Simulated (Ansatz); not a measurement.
# C: the cost of one run

Program: Ansatz 0.2.0. Level of theory: DFT PBE+D3(BJ), scalar-relativistic, plane waves, PAW. These are calculated values, not measurements.

4 further runs of the same task are left out: 2 that didn't finish, 2 set aside as unsound or not needed.

### 1 The system as given

It takes space group P-3m1 (No. 164, trigonal). Conventional cell: a = 2.465 Å, b = 2.465 Å, c = 23.922 Å, α = 90.00°, β = 90.00°, γ = 120.00°. C (site symmetry 3m) is surrounded by 3 C at 1.42 Å.

As a file:

```
C
1.0
     2.46527    0.00000    0.00000
    -1.23263    2.13498    0.00000
     0.00000    0.00000   23.92229
C
4
Direct
  0.00000 0.00000 0.57116
  0.00000 0.00000 0.42884
  0.33333 0.66667 0.42882
  0.66667 0.33333 0.57118
```

It goes back to an entry of the Materials Project, which need not be the stable form.

This cell was relaxed beforehand with the same method: volume 31.48 Å³/atom, gap on the mesh none (metal).

### 2 Zero of energy

The reference gives a free energy of -1004.2226 eV, pressure 0.00 GPa, largest force 0.002 eV/Å and gap on the mesh none (metal). It was computed beforehand with the settings of the runs below.

### 3 The scan: moving one atom along a line

Atom 1 (C) is moved by x along the Cartesian unit vector (0.707, 0.707, 0.000); the cell and all other atoms stay fixed. Forces below are components along that vector, summed over the moved atoms. In a periodic cell its images move with it.

### 4 At x = -0.200 Å

input.yaml

```yaml
crystal:
  lattice:
    - [2.4652678561, 0.0, 0.0]
    - [-1.232633928, 2.1349845905, 0.0]
    - [0.0, 0.0, 23.9222939139]
  atoms:
    - { symbol: C, position: [-0.090485508, -0.0662399892, 0.5711557753] }
    - { symbol: C, position: [0.0, 0.0, 0.4288442247] }
    - { symbol: C, position: [0.3333333333, 0.6666666667, 0.4288237756] }
    - { symbol: C, position: [0.6666666667, 0.3333333333, 0.5711762244] }
basis:
  ecutwfc: 420
kpoints:
  mp_grid: { grid: [24, 24, 2] }
hamiltonian:
  xc: pbe
  dispersion: d3bj
scf:
  occupations: { method: gaussian, width: 0.15 }
output:
  forces: true
  stress: true
  eigenvalues: true
  write_density: true
  write_potential: true
  elf: true
  volumetric_format: npy
```

Launch:

```
> ansatz run input.yaml --threads 1 --pin off --max-ram 2560MiB --backend cpu --events-out ev --progress --plain --runs-dir out
```

Q: Estimate wall time and peak memory on 1 thread of Intel Xeon 6975P-C (Granite Rapids), shared host.

About 62 s, with a peak of 1.2 GiB.
